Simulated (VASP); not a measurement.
The system is ZnO (zincite).

```xyz
4
Lattice="3.2493 0.0000 0.0000 -1.6247 2.8140 0.0000 0.0000 0.0000 5.2057" Properties=species:S:1:pos:R:3 pbc="T T T"
Zn    0.0000    1.8760    2.6029
Zn    1.6247    0.9380    0.0000
O     1.6247    0.9380    1.9730
O     0.0000    1.8760    4.5759
```

Program: VASP 6.6.1. Alike in all runs: task single point; no spin polarisation; cell as given; cutoff (eV) 520; smearing fermi-dirac 0.02 eV.

Order these runs on this cell by their pressure, lowest first.
A. level HSE06; potentials or basis VASP PAW PBE potentials, release 64 (Zn, O); k mesh 6 × 6 × 4; grid for exact exchange (PRECFOCK) Fast; screening parameter 0.2 1/A
B. level PBEsol; potentials or basis VASP PAW PBE potentials, release 64 (Zn, O); k mesh 8 × 8 × 5
C. level PBE; potentials or basis VASP PAW PBE potentials, release 64 (Zn, O); k mesh 8 × 8 × 5
D. level LDA; potentials or basis VASP PAW LDA potentials, release 64 (Zn, O); k mesh 8 × 8 × 5

D (-6.0 GPa), B (-0.5 GPa), A (1.7 GPa), C (6.0 GPa).

Caveats: the PAW data sets were made with another functional, which shifts forces and pressure a little (some runs).
